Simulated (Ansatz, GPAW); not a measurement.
# The basis that the transmission of a Bi chain with two Si atoms in line needs, part 3 of 3

Wanted: the zero-bias transmission of a Bi chain with two Si atoms in line on a ladder of levels, with run times.

GPAW 26.7.0 and Ansatz 0.2.0; Ansatz plane waves; Landauer transmission by layers, zero bias (the session's first sound run).

So far, transmission at the Fermi level (one spin): step 2 (plane waves, PBE) 2.73; step 3 (double-zeta polarised basis, PBE, GPAW) 2.72; step 4 (single-zeta polarised basis, PBE, GPAW) 2.75; step 5 (minimal basis, PBE, GPAW) 2.73; step 6 (LDA in the dzp basis: xc = "LDA") 2.73.

### 9. Potential alignment off, broadening 0.001, SCF mesh 1×1×1

Without the shift, lead and junction are matched by their Fermi levels alone. The broadening keeps the Green's functions finite; too large a value absorbs electrons where channels are open and leaks them where none are. The SCF mesh sets the Fermi level of the repeated cell.

This step: GPAW LCAO, PAW setups; Landauer transmission from Green's functions with principal layers (ASE), zero bias (GPAW 26.7.0).

Input file run.py:

```python
import json
import numpy as np
from ase import Atoms
from ase.transport.calculators import TransportCalculator
from gpaw import GPAW, FermiDirac
from gpaw.lcao.tools import get_lcao_hamiltonian
from scipy.linalg import eigh

# The junction with lead layers at both ends, along the third cell vector
device = Atoms(
    ['Bi', 'Bi', 'Bi', 'Bi', 'Si', 'Si', 'Bi', 'Bi', 'Bi', 'Bi'],
    positions=[
        [4.50000, 4.50000, 1.45000],
        [4.50000, 4.50000, 4.35000],
        [4.50000, 4.50000, 7.25000],
        [4.50000, 4.50000, 10.15000],
        [4.50000, 4.50000, 12.68920],
        [4.50000, 4.50000, 14.88920],
        [4.50000, 4.50000, 17.42840],
        [4.50000, 4.50000, 20.32840],
        [4.50000, 4.50000, 23.22840],
        [4.50000, 4.50000, 26.12840]],
    cell=[[9.0, 0.0, 0.0], [0.0, 9.0, 0.0], [0.0, 0.0, 27.5784]],
    pbc=True)

# One principal layer of the lead: the first 2 atoms of the device
lead = Atoms(
    ['Bi', 'Bi'],
    positions=[
        [4.50000, 4.50000, 1.45000],
        [4.50000, 4.50000, 4.35000]],
    cell=[[9.0, 0.0, 0.0], [0.0, 9.0, 0.0], [0.0, 0.0, 5.8]],
    pbc=True)

settings = dict(mode='lcao', basis='dzp', xc='PBE', h=0.2,
                occupations=FermiDirac(0.1), maxiter=250,
                mixer=dict(beta=0.1, nmaxold=8, weight=100.0),
                convergence=dict(density=0.0001))
energies = np.arange(-3, 3 + 1e-9, 0.075)
eta = 0.001
n1, n2 = 1, 1
# k and -k transmit alike, so half of the mesh across the current serves
mesh = [(i, j) for i in range(n1) for j in range(n2) if (i, j) <= (-i % n1, -j % n2)]
weights = np.array([1 if (i, j) == (-i % n1, -j % n2) else 2 for i, j in mesh]) / (n1 * n2)

# [... helper functions left out ...]
fermi_lead = ground_state(lead, (1, 1, 19), 'lead.txt')
fermi_device = ground_state(device, (1, 1, 1), 'device.txt')
# [... loop over the mesh left out, but for ...]
        # Lead and device are aligned by their Fermi levels alone
        shift = 0.0
# [...]
kT = 8.617333e-5 * 500
bias = [0.1, 0.2, 0.5, 1.0, 1.5, 2.0]
# [... integrals and printing left out ...]
```

On the command line:

```sh
OMP_NUM_THREADS=1 OPENBLAS_NUM_THREADS=2 python run.py
```

Output:

```text
basis functions: device 210, principal layer 46
Fermi level: lead -2.8498 eV, device -2.8212 eV; lead shifted by 0.0000 eV
largest coupling past the next layer 5.83e-06 eV, largest misfit of the first layer 0.568 eV
  E-E_F (eV)   T (one spin)  channels
    -3.000    8.8275e-01    1.0000
    -2.925    8.6782e-01    1.0000
    -2.850    8.4971e-01    1.0000
    -2.775    8.2909e-01    1.0000
    -2.700    8.0670e-01    1.0000
    -2.625    7.8327e-01    1.0000
    -2.550    7.5953e-01    1.0000
    -2.475    7.3614e-01    1.0000
    -2.400    7.1370e-01    1.0000
    -2.325    6.9266e-01    1.0000
    -2.250    6.7340e-01    1.0000
    -2.175    6.5617e-01    1.0000
    -2.100    6.4117e-01    1.0000
    -2.025    6.2850e-01    1.0000
    -1.950    6.1821e-01    1.0000
    -1.875    6.1031e-01    1.0000
[...]
2.475    9.5127e-01    1.0000
     2.550    9.6211e-01    1.0000
     2.625    9.7168e-01    1.0000
     2.700    9.7973e-01    1.0000
     2.775    9.8607e-01    1.0000
     2.850    9.9064e-01    1.0000
     2.925    9.9348e-01    1.0000
     3.000    9.9471e-01    1.0000
conductance at 500 K: 2.7365 G0 a cell; thermopower -2.092 uV/K
current from the zero-bias T(E) at 0.1 V: 21.207 uA
current from the zero-bias T(E) at 0.2 V: 42.44 uA
current from the zero-bias T(E) at 0.5 V: 106.39 uA
current from the zero-bias T(E) at 1.0 V: 212.61 uA
current from the zero-bias T(E) at 1.5 V: 317.16 uA
current from the zero-bias T(E) at 2.0 V: 418.06 uA
```

Wall time 25 s (2 threads of Intel Xeon 6975P-C (Granite Rapids), shared host); peak memory 0.89 GiB.

The run finished with changed settings (align = false, eta = 0.001 and scf_mesh = [1, 1, 1]); it serves as a test.

The two runs compared:

```csv
quantity,this run,sound run,difference
conductance (G₀),2.7365,2.7242,0.0123
largest coupling past the next principal layer (eV),5.832e-6,5.832e-6,1.7e-16
largest misfit of the first principal layer (eV),0.56775,0.047125,0.521
shift that aligns the lead (eV),0,0.022713,-0.0227
transmission at the Fermi level (one spin),2.7303,2.7235,0.00686
```

The two runs differ clearly in the largest misfit of the first principal layer: 0.568 eV against 0.0471 eV.

### 10. Another change of settings

A last run, with other settings again.

run.py, as its differences from that of step 9:

```diff
@@ -31,3 +31,3 @@
         [4.50000, 4.50000, 4.35000]],
-    cell=[[9.0, 0.0, 0.0], [0.0, 9.0, 0.0], [0.0, 0.0, 5.8]],
+    cell=[[9.0, 0.0, 0.0], [0.0, 9.0, 0.0], [0.0, 0.0, 5.22]],
     pbc=True)
@@ -35,3 +35,3 @@
 settings = dict(mode='lcao', basis='dzp', xc='PBE', h=0.2,
-                occupations=FermiDirac(0.1), maxiter=250,
+                occupations=FermiDirac(0.1), maxiter=50,
                 mixer=dict(beta=0.1, nmaxold=8, weight=100.0),
@@ -39,3 +39,3 @@
 energies = np.arange(-3, 3 + 1e-9, 0.075)
-eta = 0.001
+eta = 0.0001
 n1, n2 = 1, 1
@@ -47,6 +47,6 @@
 fermi_lead = ground_state(lead, (1, 1, 19), 'lead.txt')
-fermi_device = ground_state(device, (1, 1, 1), 'device.txt')
+fermi_device = ground_state(device, (1, 1, 3), 'device.txt')
 # [... loop over the mesh left out, but for ...]
-        # Lead and device are aligned by their Fermi levels alone
-        shift = 0.0
+        # Shift the lead onto the potential of the device's first layer
+        shift = ((H[:, 0, 0] - H0[:, 0, 0]) / S0[0, 0]).real.mean()
 # [...]
```

Output:

```text
basis functions: device 210, principal layer 46
Fermi level: lead -2.1237 eV, device -3.0214 eV; lead shifted by 1.1982 eV
largest coupling past the next layer 2.80e-03 eV, largest misfit of the first layer 1.930 eV
  E-E_F (eV)   T (one spin)  channels
    -3.000    9.3242e-01    1.0000
    -2.925    8.7854e-01    1.0000
    -2.850    8.1460e-01    1.0000
    -2.775    7.4749e-01    1.0000
    -2.700    6.8305e-01    1.0000
    -2.625    6.2508e-01    1.0000
    -2.550    5.7541e-01    1.0000
    -2.475    5.3451e-01    1.0000
    -2.400    5.0205e-01    1.0000
    -2.325    4.7737e-01    1.0000
    -2.250    4.5974e-01    1.0000
    -2.175    4.4849e-01    1.0000
    -2.100    4.4304e-01    1.0000
    -2.025    4.4299e-01    1.0000
    -1.950    4.4800e-01    1.0000
    -1.875    4.5788e-01    1.0000
[...]
2.475    9.2992e-01    3.0000
     2.550    9.7003e-01    3.0000
     2.625    1.0002e+00    3.0000
     2.700    1.0112e+00    3.0000
     2.775    9.9032e-01    3.0000
     2.850    9.2358e-01    3.0000
     2.925    8.1785e-01    3.0000
     3.000    2.4584e+00    3.0000
conductance at 500 K: 0.90162 G0 a cell; thermopower 2.84 uV/K
current from the zero-bias T(E) at 0.1 V: 6.9841 uA
current from the zero-bias T(E) at 0.2 V: 13.958 uA
current from the zero-bias T(E) at 0.5 V: 34.757 uA
current from the zero-bias T(E) at 1.0 V: 73.256 uA
current from the zero-bias T(E) at 1.5 V: 128.61 uA
current from the zero-bias T(E) at 2.0 V: 178.75 uA
```

The job ended after 29 s (2 threads; peak memory 0.89 GiB).

The run finished. A setting was moved off its sound value on purpose, so it serves as a test and not as the result.

The fault put into the input: a lead period that doesn't match its atoms (period = 5.22).

The two runs compared:

```csv
quantity,this run,sound run,difference
conductance (G₀),0.90162,2.7242,-1.82
largest coupling past the next principal layer (eV),0.0028005,5.832e-6,0.00279
largest misfit of the first principal layer (eV),1.9301,0.047125,1.88
shift that aligns the lead (eV),1.1982,0.022713,1.18
transmission at the Fermi level (one spin),0.90351,2.7235,-1.82
```

The two runs differ clearly in the shift that aligns the lead: 1.20 eV against 0.0227 eV.

### 11. Results

```yaml
conductance: 2.72 G₀
transmission_at_the_fermi_level_mean_of_the_spins: 2.72
thermopower: about 0 (under 1.5 μV/K)
```

**Reading.** In the dzp basis the junction conducts 2.72 G₀ at 500 K, with T = 2.72 a spin at the Fermi level; the sz basis reaches that conductance within 10 %. Plane waves (PBE) give T = 2.73 there. At the Fermi level the three most open eigenchannels pass 0.98, 0.98 and 0.76. Measured against the first run (pw-pbe), the nearest curve is that of dzp-LDA (r.m.s. 0.11) and the farthest that of sz (0.15). Over the compared runs wall time goes from 19 s (sz) to 1230 s (pw-pbe), on a shared host. The geometry was built from estimated bond lengths and not relaxed, so the numbers describe this model structure. Spin-orbit coupling is left out, which matters for the heavy atoms here. An evenly spaced straight chain is an idealisation: free chains tend to dimerise, zigzag or, where a band edge lies near the Fermi level, turn magnetic. The currents use the zero-bias T(E) throughout, which holds only while the bias is small against the distance to the nearest feature. The energy step is wider than the thermal energy, so the conductance and thermopower rest on interpolation of T(E).

[Logs are printed without paths, hosts, clocks, repeated set-up lines and the standing remarks that a program may print on its own settings, such as how far it seeks lower states.]

[Hosts, paths, dates, database ids (printed as entryN), source tags and the programs' standing remarks are cut or masked in the printed files.]
